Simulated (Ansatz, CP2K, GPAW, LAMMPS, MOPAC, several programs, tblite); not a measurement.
# CdSe: cheap methods against density-functional theory

How much accuracy does each second buy? CdSe is computed with 13 methods, from the cheapest up to r2SCAN.

Computed with LAMMPS, MOPAC, tblite, CP2K, GPAW, Ansatz (versions at each run) (no spin polarisation, static lattice; gaps from single points on the cell relaxed beforehand with r²SCAN, unless a step's input says otherwise).

1 further run of the same task is left out (set aside as unsound or not needed).

### 1 The starting structure

It takes space group P6_3/mmc (No. 194, hexagonal). The conventional cell has a = 4.602 Å, b = 4.602 Å, c = 6.002 Å, α = 90.00°, β = 90.00°, γ = 120.00°. Cd (site symmetry -6m2) is surrounded by 5 Se at 2.66 to 3.00 Å. Se (site symmetry -6m2) is surrounded by 5 Cd at 2.66 to 3.00 Å.

Coordinates:

```xyz
4
Lattice="4.6022 0.0000 0.0000 -2.3011 3.9857 0.0000 0.0000 0.0000 6.0016" Properties=species:S:1:pos:R:3 pbc="T T T"
Cd    0.0000    2.6571    1.5004
Cd    2.3011    1.3286    4.5012
Se    2.3011    1.3286    1.5004
Se    0.0000    2.6571    4.5012
```

The structure type (flat hexagonal layers, h-BN or h-MgO type) is imposed and need not be the compound's stable one.

**Question.** The methods are CdTeSe.bop.table, CdTeZnSeHgS0.sw, PM6, PM7, GFN1-xTB (tblite), GFN2-xTB (tblite), PBE/DZVP, PBE/single-zeta, PBE/SZV, coarse PBE, GLLB-SC, PBE, r2SCAN. What gap does r2SCAN give on this cell, and which other methods (full PBE left aside) come nearest to r2SCAN and farthest in gap, volume and bulk modulus?

```
                                               quantity                                                 value
                                                 r2SCAN                 gap 0.72 eV, 27.52 Å³/atom, B₀ 55 GPa
         gap: nearest and farthest of the other methods                    GLLB-SC (+0.11 eV), PM7 (+3.18 eV)
      volume: nearest and farthest of the other methods  CdTeZnSeHgS0.sw (+0.6 %), GFN2-xTB (tblite) (+9.2 %)
bulk modulus: nearest and farthest of the other methods                  CdTeZnSeHgS0.sw (-3 %), PM7 (+105 %)
```

For the gap, of the 9 methods compared (full PBE left aside), GLLB-SC comes nearest to r2SCAN and PM7 is farthest. For the volume, of the 7 methods compared (full PBE left aside), CdTeZnSeHgS0.sw comes nearest to r2SCAN and GFN2-xTB (tblite) is farthest. Among the 7 methods compared for the bulk modulus (full PBE left aside), CdTeZnSeHgS0.sw is nearest to r2SCAN and PM7 farthest. Classical potentials are fitted to lattice constants of common crystals, so a close volume there is built in, not predicted. A minimal basis or a coarse cutoff and mesh shifts results by its own error, so closeness to r2SCAN can be chance. Cluster runs see only the k-points that fold onto the zone centre, so their gaps can miss the band edges. GLLB-SC is compared with its derivative discontinuity added. No volume is given for PM6, PBE/single-zeta, coarse PBE, which can hide a larger miss. CPU times run from 0.11 s (CdTeZnSeHgS0.sw) to 59 s (GLLB-SC). On this cell PBE/DZVP, PBE/single-zeta, GLLB-SC cost more than r2SCAN itself (16 s), so they are no saving here. GFN1-xTB (tblite) disagrees with r2SCAN even on whether there is a gap. r2SCAN is a yardstick, not the truth: it usually gives gaps below the measured ones.
